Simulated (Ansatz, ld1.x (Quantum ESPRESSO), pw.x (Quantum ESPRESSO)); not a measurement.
From atom to crystal: TM potential for Pb

- Element: lead
- Generator: ld1.x (Quantum ESPRESSO) 7.5
- Type: norm-conserving Troullier–Martins (Kleinman–Bylander form)
- Functional: PBE
- Relativity: scalar-relativistic
- Frozen core: [Xe] 4f14
- Valence charge: 14
- Reference configuration: 5d10 6s2 6p2
- Partial waves: 6p (bound): rc 1.90 bohr; 5d (bound): rc 1.95 bohr; 6s (bound): rc 2.32 bohr
- Local potential: the s channel
- Core correction: none

Atomic tests: cutoffs needed: 50 Ry and 90 Ry (the cutoffs (Ry, on a coarse ladder) from which the occupation-weighted sum of valence levels, in a spherical-Bessel basis at the reference potential, stays within 10 and 1 mRy of its value at 400 Ry); ghost test: no extra level below or beside the all-electron valence levels (p, d, s, f tested) (spherical-Bessel basis up to 400 Ry, 20 bohr box); largest excitation error: -97 meV (all-electron minus pseudo) for 5d9 6s2 6p3, out of 7 test configurations.

Crystal test: fcc Pb in pw.x 7.5, no spin, 11³ k-points, Fermi–Dirac smearing 0.01 Ry, cutoffs 110/440 Ry. The reference is all-electron LAPW (Ansatz 0.2.0) with the same functional, mesh and smearing; V0 and B0 come from Birch–Murnaghan fits to the pressures at five volumes. Errors are pseudo minus all-electron; Δ is the rms difference of the E(V) curves that follow from these fits, minima aligned, over ±6 % about the mean V0. Mesh and smearing are coarse, so the numbers serve the comparison and aren't converged zero-temperature values; the lattice is a test structure that the element need not adopt.

All-electron: a0 = 5.039 Å (V0 = 31.98 Å³/atom), B0 = 38.9 GPa.

Task: How far does the potential miss the all-electron equation of state?

Result: mean pressure error (GPa): +0.23; a0 (Å): 5.048; a0 error (%): +0.19; B0 error (%): +0.7; Δ (meV/atom): 1.6.

```tsv
V (Å³/atom)	P all-electron (GPa)	P pseudo (GPa)
30.422	2.19	2.50
31.222	0.99	1.25
32.023	-0.05	0.18
32.824	-0.95	-0.76
33.624	-1.73	-1.56
```

Task: At the middle volume, how do free energy and pressure move when the wave cutoff is lowered (ecutrho kept at four times it)?

Result:

```json
{"cutoff (Ry)": "50", "shift of F (meV/atom)": "+126.5", "shift of P (GPa)": "-5.70"}
{"cutoff (Ry)": "66", "shift of F (meV/atom)": "+30.6", "shift of P (GPa)": "-0.09"}
{"cutoff (Ry)": "88", "shift of F (meV/atom)": "+6.5", "shift of P (GPa)": "-0.11"}
```

Input at the middle volume:

```
&control
  calculation='scf', prefix='x', pseudo_dir='./', outdir='./tmp', tstress=.true., disk_io='none'
/
&system
  ibrav=0, nat=1, ntyp=1, ecutwfc=110, ecutrho=440, nbnd=15,
  occupations='smearing', smearing='fd', degauss=0.01
/
&electrons
  conv_thr=1e-09, mixing_beta=0.4, electron_maxstep=70
/
ATOMIC_SPECIES
Pb 1.0 Pb.UPF
CELL_PARAMETERS angstrom
  0.00000000 2.52044567 2.52044567
  2.52044567 0.00000000 2.52044567
  2.52044567 2.52044567 0.00000000
ATOMIC_POSITIONS crystal
Pb 0.0000 0.0000 0.0000
K_POINTS automatic
11 11 11 0 0 0
```

```bash
pw.x < Pb.scf.in > Pb.scf.out
```

Lines of the output:

```
Message from routine setup:
     using ibrav=0 with symmetry is DISCOURAGED, use correct ibrav instead
     lattice parameter (alat)  =       6.7358  a.u.
     unit-cell volume          =     216.1019 (a.u.)^3
     number of electrons       =        14.00
     number of Kohn-Sham states=           15
     kinetic-energy cutoff     =     110.0000  Ry
     charge density cutoff     =     440.0000  Ry
     scf convergence threshold =      1.0E-09
     Exchange-correlation= PBE
     number of k points=    56  Fermi-Dirac smearing, width (Ry)=  0.0100
     iteration #  1     ecut=   110.00 Ry     beta= 0.40
     c_bands:  1 eigenvalues not converged
     total energy              =    -119.87375814 Ry
     estimated scf accuracy    <       0.00237661 Ry
     iteration #  2     ecut=   110.00 Ry     beta= 0.40
     total energy              =    -119.87384318 Ry
     estimated scf accuracy    <       0.00037073 Ry
     iteration #  3     ecut=   110.00 Ry     beta= 0.40
     total energy              =    -119.87389591 Ry
     estimated scf accuracy    <       0.00003074 Ry
     iteration #  4     ecut=   110.00 Ry     beta= 0.40
     total energy              =    -119.87389718 Ry
     estimated scf accuracy    <       0.00000015 Ry
     iteration #  5     ecut=   110.00 Ry     beta= 0.40
     total energy              =    -119.87389728 Ry
     estimated scf accuracy    <       0.00000003 Ry
     iteration #  6     ecut=   110.00 Ry     beta= 0.40
     total energy              =    -119.87389728 Ry
     estimated scf accuracy    <          3.6E-09 Ry
     iteration #  7     ecut=   110.00 Ry     beta= 0.40
     the Fermi energy is    10.5606 ev
!    total energy              =    -119.87389728 Ry
     estimated scf accuracy    <          6.1E-10 Ry
     smearing contrib. (-TS)   =      -0.00232161 Ry
     The total energy is F=E-TS. E is the sum of the following terms:
     one-electron contribution =     -37.61527210 Ry
     hartree contribution      =      26.84558049 Ry
     xc contribution           =     -14.76616945 Ry
     ewald contribution        =     -94.33571461 Ry
     convergence has been achieved in   7 iterations
          total   stress  (Ry/bohr**3)                   (kbar)     P=        1.76
     Message from routine punch:
     Nothing written, as per user request (disk_io='none')
```

The run at the middle volume (56 k-points, 7 iterations) took about 44 s on one core of a shared host (Neoverse-V1, 32 threads, 247 GiB, load 13).
